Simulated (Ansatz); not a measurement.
# SrTiO₃ (Pm-3m), random displacements

The calculation used DFT PBEsol, scalar-relativistic, plane waves, PAW (Ansatz 0.2.0). Settings: plane waves to 420 eV, k-mesh 8×8×8 (Γ-centred), Gaussian smearing 0.05 eV. No spin polarisation. Energies are free energies at this smearing, counted from the undisturbed cell; pressure is positive in compression.

Zero of the scan (relaxed at this level; it needn't be the usual structure):

```
Sr Ti O
1.0
     3.89112    0.00000    0.00000
     0.00000    3.89112    0.00000
     0.00000    0.00000    3.89112
Sr Ti O
1 1 3
Direct
  0.00000 0.00000 0.00000
  0.50000 0.50000 0.50000
  0.00000 0.50000 0.50000
  0.50000 0.00000 0.50000
  0.50000 0.50000 0.00000
```

The atoms are displaced (Å, in the unstrained cell):

```tsv
atom	ux	uy	uz
Sr1	-0.507	0.044	-0.036
Ti2	0.017	0.015	-0.333
O3	0.242	0.076	-0.225
O4	0.029	-0.293	0.345
O5	0.219	0.158	0.249
```

Strain (Voigt, engineering shear): (0.0030, -0.0051, 0.0018, -0.0313, 0.0148, -0.0064).

Q: What are the energy change, the stress and the forces?

A: ΔE = 1274.9 meV/atom; stress (xx, yy, zz, yz, xz, xy; compression positive) (37.89, 31.66, 104.41, -2.83, -7.02, 6.11) GPa; gap on the mesh 3.08 eV.
```csv
atom,Fx (eV/Å),Fy,Fz
Sr1,4.44,0.33,-0.07
Ti2,-1.56,-5.19,24.25
O3,-4.98,-1.57,0.67
O4,-0.19,5.57,-1.31
O5,2.29,0.87,-23.53
```

Symmetry holds off the tilts and polar distortions that many cubic perovskites undergo.

Cost: 1 run of about 1.1 core-minutes, on Arm Neoverse V1 (shared hosts).